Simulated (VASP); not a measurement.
Write the native input for VASP 6.6.1 that does the following.

```
Task                   : single point
Functional             : PBE
Dispersion             : D3(BJ)
Potentials or basis    : VASP PAW PBE potentials, release 64 (H)
Cutoff                 : 520 eV
k mesh                 : 1 × 1 × 1
Occupations            : fermi-dirac, width 0.05 eV
Spin                   : no spin polarisation
Dipole correction      : no
Further INCAR settings : ALGO = Normal; EDIFF = 1e-06; NBANDS = 18
```

The structure of H lies in POSCAR:

```
H
1.0
    5.4513620000      0.0000000000      0.0000000000
    0.0000000000      5.4513620000      0.0000000000
    0.0000000000      0.0000000000      5.4513620000
H
12
Direct
    0.6301544458     -0.7534630795      0.9928894834
    0.5480465249     -0.7155642938      0.8611976236
    0.3895723674     -0.0304877937      0.4280948504
    0.5233737917     -0.0235720908      0.4575737219
    0.9241176792      1.2280600701      0.3566815045
    0.9977873420      1.2460188848      0.2314100586
   -0.0691937171      0.6079398139      0.7018979844
    0.0326157023      0.6476546595      0.7681933432
    0.3434921401      0.6631003408      0.3338982075
    0.2605770815      0.5702978448      0.3055016343
    0.2361611649      0.9227235322      1.1201971177
    0.2579905719      1.0116004037      1.0131046150
```

The cell was built by a generator and needn't be a form met in nature.

One way to write it, as run:

INCAR

```
SYSTEM = H
ALGO = Normal
EDIFF = 1E-6
ENCUT = 520
GGA = PE
ISIF = 2
ISMEAR = -1
IVDW = 12
LASPH = .True.
LCHARG = .True.
LELF = .True.
LREAL = .False.
LVHAR = .True.
LWAVE = .False.
NBANDS = 18
NELM = 60
PREC = Accurate
SIGMA = 0.05
```

KPOINTS

```
k-points
0
Gamma
  1 1 1
  0 0 0
```

Potentials or basis: VASP PAW PBE potentials, release 64 (H).

Run with:

```bash
$ cat potpaw_PBE.64/H/POTCAR > POTCAR
$ mpirun -np 1 vasp_gam > vasp.out
```

Results of the run:

| Property | Result |
| --- | --- |
| Pressure | 0.7 GPa |
| Largest force | 2.687 eV/Å |
| Band gap on the k mesh | 9.19 eV, direct |
| Dispersion energy per atom | -0.018 eV |

Run time: 6.5 s on 1 thread of Intel(R) Xeon(R) 6975P-C (Granite Rapids), with other jobs on the host, peak memory 0.24 GiB.
